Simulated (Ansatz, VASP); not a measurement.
# Co in VASP and in Ansatz

INCAR

```
SYSTEM = Co
  PREC = Accurate
  ENCUT = 520
  EDIFF = 1E-7
  ISMEAR = -1
  SIGMA = 0.05
  LREAL = .False.
  LASPH = .True.
  NELM = 150
  ALGO = Normal
  ISIF = 2
  LWAVE = .False.
  LCHARG = .False.
  ISPIN = 2
  MAGMOM = 1.816
  LORBIT = 11
  LMAXMIX = 4
  GGA = B5
  ALDAX = 1.0
  AGGAX = 1.0
  AGGAC = 1.0
  ALDAC = 0.0
  NBANDS = 14
```

Contents of KPOINTS:

```
regular mesh
0
Gamma
  17 17 17
  0 0 0
```

Contents of POSCAR:

```
Co
1.0
   -1.3672904911      1.3672904911      1.3672904911
    1.3672904911     -1.3672904911      1.3672904911
    1.3672904911      1.3672904911     -1.3672904911
Co
1
Direct
    0.0000000000      0.0000000000      0.0000000000
```

Input for Ansatz:

```yaml
crystal:
  lattice:
    - [-1.3672904911, 1.3672904911, 1.3672904911]
    - [1.3672904911, -1.3672904911, 1.3672904911]
    - [1.3672904911, 1.3672904911, -1.3672904911]
  atoms:
    - { symbol: Co, position: [0.0, 0.0, 0.0], spin: 1.816 }
hamiltonian:
  xc: blyp
  pseudopotentials:
    kind: paw
    azcp:
      Co: "pseudopotentials/Co.paw.azcp"
basis:
  ecutwfc: 420
  fft_grid_basis: typed
kpoints:
  mp_grid: { grid: [17, 17, 17], shift: [0, 0, 0] }
magnetization:
  spin_polarized: true
scf:
  occupations: { method: fermi_dirac, width: 0.05 }
  lower_state_search: "off"
output:
  stress: true
```

Alike in both runs: task single point; functional BLYP; k mesh 17 × 17 × 17; occupations fermi-dirac, width 0.05 eV; collinear spin.

|  | VASP | Ansatz |
| --- | --- | --- |
| version | VASP 6.6.1 | Ansatz 0.2.0 |
| potentials or method | VASP PAW PBE potentials, release 64 (Co) | plane waves (420 eV) with PAW, scalar-relativistic |
| plane-wave cutoff (eV) | 520 | 420 |
| valence electrons in the cell | 9 | 17 |

```tsv
	VASP	Ansatz	Ansatz less VASP
net moment per atom (μB)	1.67	1.68	+0.012
size of the moment on the site where the two differ most (μB)	1.67	1.73	+0.059
```

Site moments also hang on the region over which each program counts them. The two sets of potentials don't hold the same shells in valence.
